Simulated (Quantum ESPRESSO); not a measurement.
# InP (F-43m) in Quantum ESPRESSO: further runs

One crystal, InP, is run at these levels: RPBE, LDA, PBE; tasks: phonons, phonons and Raman activities, phonon dispersion.

Program: Quantum ESPRESSO 7.5. These are calculated values, not measurements. Logs are shortened: lines on timing, memory, paths and dates and some standing lists are left out, and cuts for length are marked.

**What was measured.**

From a printed reference work, textbook, for a bulk crystal of InP at 300 K: high-frequency dielectric constant 9.61.

How close the calculation comes is told below.

**1. The structure**

The structure is cubic, space group F-43m (No. 216). Conventional cell: a = 5.861 Å, b = 5.861 Å, c = 5.861 Å, α = 90.00°, β = 90.00°, γ = 90.00°. In (site symmetry -43m) is surrounded by 4 P at 2.54 Å. Around P (site symmetry -43m) lie 4 In at 2.54 Å.

**2. Phonons, RPBE**

pw.in

```
&CONTROL
  calculation = 'scf'
  prefix = 'pwscf'
  outdir = './tmp'
  pseudo_dir = './pseudo'
  tprnfor = .true.
  tstress = .true.
  disk_io = 'low'
/
&SYSTEM
  ibrav = 0
  nat = 2
  ntyp = 2
  ecutwfc = 70
  nbnd = 15
  input_dft = 'rpbe'
  occupations = 'smearing'
  smearing = 'fd'
  degauss = 0.00367493
/
&ELECTRONS
  conv_thr = 4d-10
  electron_maxstep = 120
  mixing_beta = 0.5
/
ATOMIC_SPECIES
In   114.8180 In.upf
P     30.9738 P.upf
CELL_PARAMETERS angstrom
   0.0000000000    2.9305000000    2.9305000000
   2.9305000000    0.0000000000    2.9305000000
   2.9305000000    2.9305000000    0.0000000000
ATOMIC_POSITIONS crystal
In     0.0000000000    0.0000000000    0.0000000000
P      0.7500000000    0.7500000000    0.7500000000
K_POINTS automatic
8 8 8 1 1 1
```

relax.in

```
&CONTROL
  calculation = 'vc-relax'
  prefix = 'pwscf'
  outdir = './tmp'
  pseudo_dir = './pseudo'
  tprnfor = .true.
  tstress = .true.
  disk_io = 'low'
  nstep = 40
  forc_conv_thr = 0.0001
  etot_conv_thr = 1d-06
/
&SYSTEM
  ibrav = 0
  nat = 2
  ntyp = 2
  ecutwfc = 70
  nbnd = 15
  input_dft = 'rpbe'
  occupations = 'smearing'
  smearing = 'fd'
  degauss = 0.00367493
/
&ELECTRONS
  conv_thr = 4d-10
  electron_maxstep = 120
  mixing_beta = 0.5
/
&IONS
  ion_dynamics = 'bfgs'
/
&CELL
  cell_dynamics = 'bfgs'
  press = 0
  press_conv_thr = 0.2
/
ATOMIC_SPECIES
In   114.8180 In.upf
P     30.9738 P.upf
CELL_PARAMETERS angstrom
   0.0000000000    2.9305000000    2.9305000000
   2.9305000000    0.0000000000    2.9305000000
   2.9305000000    2.9305000000    0.0000000000
ATOMIC_POSITIONS crystal
In     0.0000000000    0.0000000000    0.0000000000
P      0.7500000000    0.7500000000    0.7500000000
K_POINTS automatic
8 8 8 1 1 1
```

scf2.in

```
&CONTROL
  calculation = 'scf'
  prefix = 'pwscf'
  outdir = './tmp'
  pseudo_dir = './pseudo'
  tprnfor = .true.
  tstress = .true.
  disk_io = 'low'
/
&SYSTEM
  ibrav = 0
  nat = 2
  ntyp = 2
  ecutwfc = 70
  nbnd = 15
  input_dft = 'rpbe'
  occupations = 'fixed'
/
&ELECTRONS
  conv_thr = 1d-13
  electron_maxstep = 120
  mixing_beta = 0.5
  startingpot = 'file'
  startingwfc = 'file'
/
ATOMIC_SPECIES
In   114.8180 In.upf
P     30.9738 P.upf
CELL_PARAMETERS angstrom
   0.0000000000    3.0049714252    3.0049714252
   3.0049714252    0.0000000000    3.0049714252
   3.0049714252    3.0049714252    0.0000000000
ATOMIC_POSITIONS crystal
In     0.0000000000    0.0000000000    0.0000000000
P      0.7500000000    0.7500000000    0.7500000000
K_POINTS automatic
8 8 8 1 1 1
```

ph.in

```
phonons of InP
&INPUTPH
  prefix = 'pwscf'
  outdir = './tmp'
  tr2_ph = 1d-16
  fildyn = 'dyn'
  niter_ph = 60
  alpha_mix(1) = 0.7
  epsil = .true.
/
0.0000000000 0.0000000000 0.0000000000
```

dynmat.in

```
&INPUT
  fildyn = 'dyn'
  asr = 'crystal'
  lperm = .true.
  filout = 'dynmat.disp'
  fileig = 'dynmat.eig'
/
```

dynmat_lo.in

```
&INPUT
  fildyn = 'dyn'
  asr = 'crystal'
  filout = 'dynmat_lo.disp'
  fileig = 'dynmat_lo.eig'
  q(1) = 0
  q(2) = 0
  q(3) = 1
/
```

Potentials or basis: PseudoDojo 0.4.1 SR PBE standard.

Command:

```console
$ OMP_NUM_THREADS=1 pw.x -in pw.in > pw.out
$ OMP_NUM_THREADS=1 pw.x -in relax.in > relax.out
$ OMP_NUM_THREADS=1 pw.x -in scf2.in > scf2.out
$ OMP_NUM_THREADS=1 ph.x -in ph.in > ph.out
$ OMP_NUM_THREADS=1 dynmat.x -in dynmat.in > dynmat.out
$ OMP_NUM_THREADS=1 dynmat.x -in dynmat_lo.in > dynmat_lo.out
```

pw.out:

```text
This program is part of the open-source Quantum ESPRESSO suite
     for quantum simulation of materials; please cite
         "P. Giannozzi et al., J. Phys.:Condens. Matter 21 395502 (2009);
         "P. Giannozzi et al., J. Phys.:Condens. Matter 29 465901 (2017);
         "P. Giannozzi et al., J. Chem. Phys. 152 154105 (2020);
     in publications or presentations arising from this work. More details at

     IMPORTANT: XC functional enforced from input :
     Exchange-correlation= RPBE
                           (   1   4  44   4   0   0   0)
     Any further DFT definition will be discarded
     Please, verify this is what you really want

     Message from routine setup:
     using ibrav=0 with symmetry is DISCOURAGED, use correct ibrav instead

     G-vector sticks info
     --------------------
     sticks:   dense  smooth     PW     G-vecs:    dense   smooth      PW
     Sum        1177    1177    361                26813    26813    4477

     Using Slab Decomposition

     bravais-lattice index     =            0
     lattice parameter (alat)  =       7.8317  a.u.
     unit-cell volume          =     339.6658 (a.u.)^3
     number of atoms/cell      =            2
     number of atomic types    =            2
     number of electrons       =        18.00
     number of Kohn-Sham states=           15
     kinetic-energy cutoff     =      70.0000  Ry
     charge density cutoff     =     280.0000  Ry
     scf convergence threshold =      4.0E-10
     mixing beta               =       0.5000
     number of iterations used =            8  plain     mixing
     Exchange-correlation= RPBE
                           (   1   4  44   4   0   0   0)

     celldm(1)=   7.831692  celldm(2)=   0.000000  celldm(3)=   0.000000
     celldm(4)=   0.000000  celldm(5)=   0.000000  celldm(6)=   0.000000

     crystal axes: (cart. coord. in units of alat)
               a(1) = (   0.000000   0.707107   0.707107 )
               a(2) = (   0.707107   0.000000   0.707107 )
               a(3) = (   0.707107   0.707107   0.000000 )

     reciprocal axes: (cart. coord. in units 2 pi/alat)
               b(1) = ( -0.707107  0.707107  0.707107 )
               b(2) = (  0.707107 -0.707107  0.707107 )
               b(3) = (  0.707107  0.707107 -0.707107 )

     PseudoPot. # 1 for In read from file:
     In.upf
     Pseudo is Norm-conserving + core correction, Zval = 13.0
     Generated using ONCVPSP code by D. R. Hamann
     Using radial grid of 1964 points,  6 beta functions with:
                l(1) =   0
                l(2) =   0
                l(3) =   1
                l(4) =   1
                l(5) =   2
                l(6) =   2

     PseudoPot. # 2 for P  read from file:
     P.upf
     Pseudo is Norm-conserving + core correction, Zval =  5.0
     Generated using ONCVPSP code by D. R. Hamann
     Using radial grid of 1298 points,  6 beta functions with:
                l(1) =   0
                l(2) =   0
                l(3) =   1
                l(4) =   1
                l(5) =   2
                l(6) =   2

     atomic species   valence    mass     pseudopotential
     In               13.00   114.81800     In( 1.00)
     P                 5.00    30.97380     P ( 1.00)

     24 Sym. Ops. (no inversion) found

   Cartesian axes

     site n.     atom                  positions (alat units)
         1        In     tau(   1) = (   0.0000000   0.0000000   0.0000000  )
         2        P      tau(   2) = (   1.0606602   1.0606602   1.0606602  )

     number of k points=    60  Fermi-Dirac smearing, width (Ry)=  0.0037
                       cart. coord. in units 2pi/alat
        k(    1) = (   0.0441942   0.0441942   0.0441942), wk =   0.0078125
        k(    2) = (   0.1325825   0.1325825  -0.0441942), wk =   0.0234375
        k(    3) = (   0.2209709   0.2209709  -0.1325825), wk =   0.0234375
        k(    4) = (   0.3093592   0.3093592  -0.2209709), wk =   0.0234375
        k(    5) = (  -0.3093592  -0.3093592   0.3977476), wk =   0.0234375
        k(    6) = (  -0.2209709  -0.2209709   0.3093592), wk =   0.0234375
[... 52 lines left out ...]
        k(   59) = (   0.3093592   0.3093592   0.3093592), wk =   0.0078125
        k(   60) = (  -0.3093592  -0.3093592   0.9280777), wk =   0.0234375

     Dense  grid:    26813 G-vectors     FFT dimensions: (  45,  45,  45)

     Initial potential from superposition of free atoms

     starting charge      17.9960, renormalised to      18.0000
     Starting wfcs are   13 randomized atomic wfcs +    2 random wfcs

     Self-consistent Calculation

     iteration #  1     ecut=    70.00 Ry     beta= 0.50
     Davidson diagonalization with overlap
     ethr =  1.00E-02,  avg # of iterations =  4.9

     Threshold (ethr) on eigenvalues was too large:
     Diagonalizing with lowered threshold

     Davidson diagonalization with overlap
     ethr =  6.55E-04,  avg # of iterations =  1.4

     total energy              =    -146.86297259 Ry
     estimated scf accuracy    <       0.11519613 Ry

     iteration #  2     ecut=    70.00 Ry     beta= 0.50
     Davidson diagonalization with overlap
     ethr =  6.40E-04,  avg # of iterations =  2.3

     total energy              =    -146.88757498 Ry
     estimated scf accuracy    <       0.00692721 Ry

     iteration #  3     ecut=    70.00 Ry     beta= 0.50
     Davidson diagonalization with overlap
     ethr =  3.85E-05,  avg # of iterations =  6.8

     total energy              =    -146.88836412 Ry
     estimated scf accuracy    <       0.00142766 Ry

     iteration #  4     ecut=    70.00 Ry     beta= 0.50
     Davidson diagonalization with overlap
     ethr =  7.93E-06,  avg # of iterations =  2.7

     total energy              =    -146.88845781 Ry
     estimated scf accuracy    <       0.00003353 Ry

     iteration #  5     ecut=    70.00 Ry     beta= 0.50
     Davidson diagonalization with overlap
     ethr =  1.86E-07,  avg # of iterations =  4.2
[... 8 lines left out ...]
     total energy              =    -146.88847686 Ry
     estimated scf accuracy    <       0.00000030 Ry

     iteration #  7     ecut=    70.00 Ry     beta= 0.50
     Davidson diagonalization with overlap
     ethr =  1.69E-09,  avg # of iterations =  3.0

     total energy              =    -146.88847711 Ry
     estimated scf accuracy    <          6.4E-09 Ry

     iteration #  8     ecut=    70.00 Ry     beta= 0.50
     Davidson diagonalization with overlap
     ethr =  3.55E-11,  avg # of iterations =  3.9

     total energy              =    -146.88847712 Ry
     estimated scf accuracy    <          1.4E-09 Ry

     iteration #  9     ecut=    70.00 Ry     beta= 0.50
     Davidson diagonalization with overlap
     ethr =  8.00E-12,  avg # of iterations =  2.7

     End of self-consistent calculation

          k = 0.0442 0.0442 0.0442 (  3374 PWs)   bands (ev):

    -7.0307  -7.0240  -7.0240  -6.8790  -6.8790  -4.2212   6.6314   7.1619
     7.1619   8.4936  11.3956  11.4549  11.4549  16.4181  16.4195

          k = 0.1326 0.1326-0.0442 (  3372 PWs)   bands (ev):

    -7.0549  -7.0162  -7.0117  -6.8812  -6.8763  -3.9889   5.3036   6.6465
     7.0581   9.2549  11.4470  11.6488  12.1200  15.5750  16.1453

          k = 0.2210 0.2210-0.1326 (  3367 PWs)   bands (ev):

    -7.0963  -7.0004  -6.9969  -6.8794  -6.8721  -3.4569   3.5170   6.2133
     6.7024   9.3364  12.0400  12.1237  12.8707  15.4977  16.3299

          k = 0.3094 0.3094-0.2210 (  3359 PWs)   bands (ev):

    -7.1312  -6.9888  -6.9884  -6.8713  -6.8670  -2.8091   2.0640   5.9830
     6.3602   9.1577  12.0910  12.1577  14.1368  16.5706  16.5823

          k =-0.3094-0.3094 0.3977 (  3361 PWs)   bands (ev):

    -7.1415  -6.9872  -6.9852  -6.8680  -6.8649  -2.5518   1.5972   5.9978
     6.1865   9.1024  11.9518  12.2281  14.5472  16.7898  17.8357

          k =-0.2210-0.2210 0.3094 (  3357 PWs)   bands (ev):

    -7.1223  -6.9923  -6.9890  -6.8760  -6.8669  -3.0150   2.4753   6.2411
     6.2413   9.2189  11.9206  12.3755  13.7070  16.1214  16.7343
[... 86 lines left out ...]
          k = 0.0442-0.4861 0.5745 (  3350 PWs)   bands (ev):

    -7.1775  -6.9571  -6.9375  -6.9029  -6.8594  -1.9532   1.6989   4.0237
     5.1922   9.9125  11.6954  14.1053  14.8501  15.9839  17.5056

          k = 0.1326-0.3977 0.4861 (  3354 PWs)   bands (ev):

    -7.1554  -6.9760  -6.9591  -6.8837  -6.8670  -2.2470   1.7677   4.4301
     5.6924  10.2356  11.8406  13.2469  14.4022  15.8776  17.3039

          k = 0.2210-0.3094 0.3977 (  3357 PWs)   bands (ev):

    -7.1408  -6.9858  -6.9808  -6.8733  -6.8651  -2.5867   1.7949   5.5879
     6.1279   9.5251  11.7963  12.4698  14.3332  16.5810  17.3588

          k =-0.6629 0.0442 0.0442 (  3340 PWs)   bands (ev):

    -7.2029  -6.9302  -6.9253  -6.9228  -6.8459  -1.9622   1.6013   4.8157
     4.9621   9.2210   9.7428  16.0949  16.4446  16.9375  18.1056

          k =-0.5745 0.1326-0.0442 (  3364 PWs)   bands (ev):

    -7.1850  -6.9450  -6.9365  -6.9143  -6.8513  -2.2110   1.9743   4.6916
     5.0629   9.6863  10.3729  14.3437  15.6183  16.5836  18.4060

          k =-0.4861 0.2210-0.1326 (  3357 PWs)   bands (ev):

    -7.1559  -6.9720  -6.9584  -6.8944  -6.8595  -2.4653   2.1095   4.7578
     5.5732  10.1295  11.6010  12.9658  13.9970  16.5155  18.3685

          k =-0.4861 0.0442 0.0442 (  3371 PWs)   bands (ev):

    -7.1705  -6.9492  -6.9478  -6.9144  -6.8527  -2.6884   2.6575   5.2043
     5.3126   9.4749  10.2073  14.4557  14.8918  15.6831  17.6898

          k =-0.3977 0.1326-0.0442 (  3369 PWs)   bands (ev):

    -7.1387  -6.9735  -6.9681  -6.9005  -6.8598  -3.0536   3.1818   5.3201
     5.7841  10.1358  10.7279  12.9693  13.9174  15.3648  17.5431

          k =-0.3094 0.0442 0.0442 (  3374 PWs)   bands (ev):

    -7.1075  -6.9869  -6.9859  -6.8957  -6.8653  -3.5476   4.2501   6.0291
     6.0496  10.0943  10.4348  13.0670  13.1848  14.4606  17.0234

          k = 0.1326 0.1326 0.1326 (  3359 PWs)   bands (ev):

    -7.0636  -7.0111  -7.0111  -6.8781  -6.8781  -3.8771   4.7556   6.8511
     6.8511   9.1444  11.8902  11.8902  11.9881  15.8168  15.8168

          k = 0.2210 0.2210 0.0442 (  3378 PWs)   bands (ev):

    -7.0906  -7.0021  -6.9961  -6.8833  -6.8720  -3.5541   3.9804   5.7842
     6.8184   9.8152  11.7873  12.0154  12.6125  15.1039  16.5197

          k = 0.3094 0.3094-0.0442 (  3366 PWs)   bands (ev):

    -7.1232  -6.9851  -6.9839  -6.8819  -6.8707  -2.9850   2.8790   4.8971
     6.4339  10.2031  12.1998  12.5413  12.7457  15.2077  17.9747

          k =-0.3094-0.3094 0.5745 (  3355 PWs)   bands (ev):

    -7.1467  -6.9796  -6.9702  -6.8755  -6.8715  -2.4284   1.8782   4.6899
     6.0082  10.0570  11.9070  12.9080  14.1677  16.4088  16.8310

          k =-0.2210-0.2210 0.4861 (  3349 PWs)   bands (ev):
[... 99 lines left out ...]
          k =-0.1326-0.3094 0.7513 (  3345 PWs)   bands (ev):

    -7.1683  -6.9686  -6.9397  -6.8950  -6.8652  -1.9902   1.7596   4.0034
     5.1016  10.6231  12.0715  13.1049  14.4658  15.9077  17.6477

          k =-0.8397 0.2210 0.2210 (  3351 PWs)   bands (ev):

    -7.1625  -6.9687  -6.9541  -6.8914  -6.8627  -2.1788   1.7650   4.3079
     5.5931   9.9473  12.0418  13.7422  13.9268  16.2743  17.3130

          k = 0.3094 0.3094 0.3094 (  3365 PWs)   bands (ev):

    -7.1368  -6.9888  -6.9888  -6.8664  -6.8664  -2.6743   1.7412   6.2829
     6.2829   8.8498  12.1053  12.1053  14.3952  16.6753  17.4818

          k =-0.3094-0.3094 0.9281 (  3348 PWs)   bands (ev):

    -7.1448  -6.9837  -6.9783  -6.8714  -6.8670  -2.4684   1.6555   5.3631
     6.0881   9.6370  11.7929  12.5151  14.5535  16.9010  17.2590

     the Fermi energy is     7.8503 ev

!    total energy              =    -146.88847712 Ry
     estimated scf accuracy    <          4.4E-11 Ry
     smearing contrib. (-TS)   =      -0.00000000 Ry
     internal energy E=F+TS    =    -146.88847712 Ry

     The total energy is F=E-TS. E is the sum of the following terms:
     one-electron contribution =     -49.71239984 Ry
     hartree contribution      =      36.91390185 Ry
     xc contribution           =     -44.36957493 Ry
     ewald contribution        =     -89.72040420 Ry

     convergence has been achieved in   9 iterations

     Forces acting on atoms (cartesian axes, Ry/au):

     atom    1 type  1   force =    -0.00000000   -0.00000000   -0.00000000
     atom    2 type  2   force =     0.00000000    0.00000000    0.00000000

     Total force =     0.000000     Total SCF correction =     0.000000

     Computing stress (Cartesian axis) and pressure

          total   stress  (Ry/bohr**3)                   (kbar)     P=       50.11
   0.00034065  -0.00000000  -0.00000000           50.11       -0.00       -0.00
  -0.00000000   0.00034065  -0.00000000           -0.00       50.11       -0.00
  -0.00000000  -0.00000000   0.00034065           -0.00       -0.00       50.11

=------------------------------------------------------------------------------=
   JOB DONE.
=------------------------------------------------------------------------------=
```

Wall time 23 min (1 thread of Intel Xeon Platinum 8375C at 2.90GHz (Ice Lake), shared host); peak memory 0.11 GiB.

What came out:

```
Free energy                                             : -1998.5779 eV
Relaxed volume                                          : 27.13 Å³/atom
Relaxed cell                                            : a = 4.250 Å, b = 4.250 Å, c = 4.250 Å, α = 60.00°, β = 60.00°, γ = 60.00°
Space group after relaxing (to 0.05 Å)                  : F-43m (No. 216)
Pressure after relaxing                                 : 0.1 GPa
Electronic dielectric tensor (diagonal)                 : 11.59
Born charges (mean of the diagonal)                     : In +2.66; P -2.66 e
Highest phonon frequency at Γ, LO-TO splitting left out : 277 cm⁻¹
Static dielectric tensor (diagonal)                     : 15.02
```

Step by step:
```tsv
step	energy change (eV)	largest force (eV/Å)	pressure (GPa)	volume (Å³)
1	0.0000	0.0000	5.01	50.33
2	-0.0328	0.0000	3.14	51.63
3	-0.0528	0.0000	1.31	53.08
4	-0.0575	0.0000	0.10	54.18
5	-0.0576	0.0000	0.00	54.27
6	-0.0576	0.0000	0.00	54.27
```

Final structure:
```yaml
crystal:
  lattice:
    - [0.00000, 3.00497, 3.00497]
    - [3.00497, 0.00000, 3.00497]
    - [3.00497, 3.00497, 0.00000]
  atoms:
    - { symbol: In, position: [0.00000, 0.00000, 0.00000] }
    - { symbol: P, position: [0.75000, 0.75000, 0.75000] }
```

Phonon frequencies in cm⁻¹ (negative: imaginary):
```
              q point           frequencies
(0.000, 0.000, 0.000)  -1 -1 -1 277 277 277
```

Electronic dielectric tensor:
```
11.59  0.00  0.00
 0.00 11.59  0.00
 0.00  0.00 11.59
```

Born effective charge tensors (e):
atom 1, In
```
2.66 0.00 0.00
0.00 2.66 0.00
0.00 0.00 2.66
```
atom 2, P
```
-2.66  0.00  0.00
 0.00 -2.66  0.00
 0.00  0.00 -2.66
```

Optical modes at Γ, degenerate ones joined, polar ones without the macroscopic field:
```
cm⁻¹  components  symmetry     active in  IR intensity, summed ((D/Å)²/amu)
 277           3        T2  IR and Raman                              20.07
```

Zone-centre frequencies without and with the macroscopic field along z (cm⁻¹):
```
                optical modes in rising order
       without                    277 277 277
with the field                    277 277 315
```

Static dielectric tensor, electrons and zone-centre modes:
```
15.02  0.00  0.00
 0.00 15.02  0.00
 0.00  0.00 15.02
```

Caveat: the potentials were made for another functional, which shifts forces and pressure; the shifted mesh misses Γ, where the gap is smaller or closed, so treating the crystal as an insulator may be wrong and the dielectric response too small.

(Continued in part 2 of 3.)
